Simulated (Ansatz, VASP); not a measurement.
# Au: VASP beside Ansatz

The input INCAR:

```
SYSTEM = Au
PREC     = Accurate       ! precision mode
ENCUT    = 520            ! plane-wave cutoff, eV
EDIFF    = 1E-8           ! SCF threshold, eV
ISMEAR   = -1             ! smearing method
SIGMA    = 0.03           ! smearing width, eV
LREAL    = .False.        ! projectors in reciprocal space
LASPH    = .True.         ! aspherical terms in the spheres
NELM     = 60             ! most SCF steps
ALGO     = Normal         ! electronic algorithm
ISIF     = 2              ! what is computed and relaxed
LWAVE    = .False.        ! write WAVECAR
LCHARG   = .False.        ! write CHGCAR
GGA      = PS             ! functional
LEFG     = .True.       
NBANDS   = 18             ! bands
```

The input KPOINTS:

```
regular mesh
0
Gamma
  14 14 8
  0 0 0
```

The input POSCAR:

```
Au
1.0
    2.8413017565      0.0000000000      0.0000000000
   -1.4206508782      2.4606395010      0.0000000000
    0.0000000000      0.0000000000      4.7812276454
Au
2
Direct
    0.3333333333      0.6666666667      0.7500000000
    0.6666666667      0.3333333333      0.2500000000
```

Input for Ansatz:

```yaml
crystal:
  lattice:
    - [2.8413017565, 0.0, 0.0]
    - [-1.4206508782, 2.460639501, 0.0]
    - [0.0, 0.0, 4.7812276454]
  atoms:
    - { symbol: Au, position: [0.3333333333, 0.6666666667, 0.75] }
    - { symbol: Au, position: [0.6666666667, 0.3333333333, 0.25] }
kpoints:
  mp_grid: { grid: [14, 14, 8] }
scf:
  occupations: { method: fermi_dirac, width: 0.03 }
hamiltonian:
  xc: pbesol
  pseudopotentials: { kind: paw }
output:
  forces: true
  stress: true
  eigenvalues: true
  efg: { contact_densities: true }
```

Change from the starting cell: volume scaled by 0.9405, PAW files.

Alike in both runs: task electric field gradients; functional PBEsol; k mesh 14 × 14 × 8; occupations fermi-dirac, width 0.03 eV; no spin polarisation.

|  | VASP | Ansatz |
| --- | --- | --- |
| version | VASP 6.6.1 | Ansatz 0.2.0 |
| potentials or method | VASP PAW PBE potentials, release 64 (Au) | PAW with Ansatz's default frozen-core files, scalar-relativistic |
| plane-wave cutoff (eV) | 520 | 420 |
| valence electrons in the cell | 22 | 38 |

Ansatz gave:

| Quantity | Value |
| --- | --- |
| pressure (GPa) | 3.4 |
| largest component of the traceless stress (GPa) | 0.76 |
| Vzz of the field gradient on the site that differs most (V/Å²) | 17.4 |

Question: What did VASP give for the same quantities?

Answer: Pressure (GPa): 3.1; largest component of the traceless stress (GPa): 0.78; Vzz of the field gradient on the site that differs most (V/Å²): 30.9.

The two sets of potentials don't hold the same shells in valence. Ansatz warned: «gradients_without_spin_orbit».

Caveats: the PAW data sets were made with another functional, which shifts forces and pressure a little (VASP). The runs have no spin-orbit coupling, so splittings on Au are missing.
